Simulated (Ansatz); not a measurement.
The calculation used Ansatz, DFT PBE, scalar-relativistic, plane waves, PAW. The final run on the 4-atom cell used 420 eV, a Γ-centred 12×12×4 mesh, 0.02 eV smearing and no spin polarisation.

Formation energies are uncorrected and count from the elements' standard states at the same level.

**Question.** Propose a candidate for a hexagonal semiconductor that holds S and 1 more element, with a gap near 2.1 eV, a formation energy near −0.82 eV/atom and about 20 Å³ per atom, in a cell of 4 atoms.

**Answer.** ZnS, space group P6_3mc (No. 186). Around Zn lie 4 S at 2.36 Å; S is surrounded by 4 Zn at 2.36 Å.

```cif
data_structure
_symmetry_space_group_name_H-M 'P 1'
_symmetry_Int_Tables_number 1
_cell_length_a 3.8456
_cell_length_b 3.8456
_cell_length_c 6.3071
_cell_angle_alpha 90.000
_cell_angle_beta 90.000
_cell_angle_gamma 120.000
_cell_volume 80.78
loop_
_atom_site_label
_atom_site_type_symbol
_atom_site_fract_x
_atom_site_fract_y
_atom_site_fract_z
_atom_site_occupancy
Zn1 Zn 0.66667 0.33333 0.64542 1
Zn2 Zn 0.33333 0.66667 0.14542 1
S1 S 0.66667 0.33333 0.01987 1
S2 S 0.33333 0.66667 0.51987 1
```

The volume per atom is 20.19 Å³. The density is 4.01 g/cm³, the energy over the elements is −0.819 eV/atom and the gap on the 12×12×4 mesh of the 4-atom cell is 2.08 eV.

The cell was reached from a generator's guess, though it ends in a space group that the Crystallography Open Database lists for this formula. The answer needn't be unique; the calculation gave this one.

Kohn–Sham gaps at this level usually fall short of measured ones. The reference form of S is held partly by dispersion forces, which this level lacks. Symmetry constrained the relaxation, so the result can be a saddle point.
